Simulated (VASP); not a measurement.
Crystal: SiC.

```xyz
4
Lattice="3.0760 0.0000 0.0000 -1.5380 2.6639 0.0000 0.0000 0.0000 5.0480" Properties=species:S:1:pos:R:3 pbc="T T T"
Si    0.0000    1.7759    0.0000
Si    1.5380    0.8880    2.5240
C     0.0000    1.7759    2.5240
C     1.5380    0.8880    5.0480
```

Measurements of this composition are mostly on another form, of space group No. 186.

- Program: VASP 6.6.1
- Task: relaxation of cell and atoms
- Functional: r2SCAN
- Potentials or basis: VASP PAW PBE potentials, release 64 (Si, C)
- Cutoff: 600 eV
- k mesh: 9 × 9 × 4
- Occupations: gaussian, width 0.1 eV
- Spin: no spin polarisation

At the start: pressure 10.2 GPa; volume 10.34 Å³/atom.

**Question.** How do energy, volume and symmetry change on relaxing?

**Answer.** Over 5 steps the energy falls by 14.9 meV/atom and the volume is 10.69 Å³/atom (+3.4 %); space group P6_3/mmc (No. 194, to 0.05 Å).

The path:
```
step  energy change (eV)  largest force (eV/Å)  pressure (GPa)  volume (Å³)
   1              0.0000                0.0000           10.18        41.36
   2              0.0939                0.0000          -14.30        45.40
   3             -0.0592                0.0000           -0.42        42.86
   4             -0.0592                0.0000           -0.22        42.83
   5             -0.0597                0.0000           -0.21        42.75
```

Final structure:
```
Si C
1.0
     3.12700    0.00000    0.00000
    -1.56350    2.70806    0.00000
     0.00000    0.00000    5.04861
Si C
2 2
Direct
  0.33333 0.66667 0.00000
  0.66667 0.33333 0.50000
  0.33333 0.66667 0.50000
  0.66667 0.33333 0.00000
```

Caveat: the PAW data sets were made with another functional, which shifts forces and pressure a little.
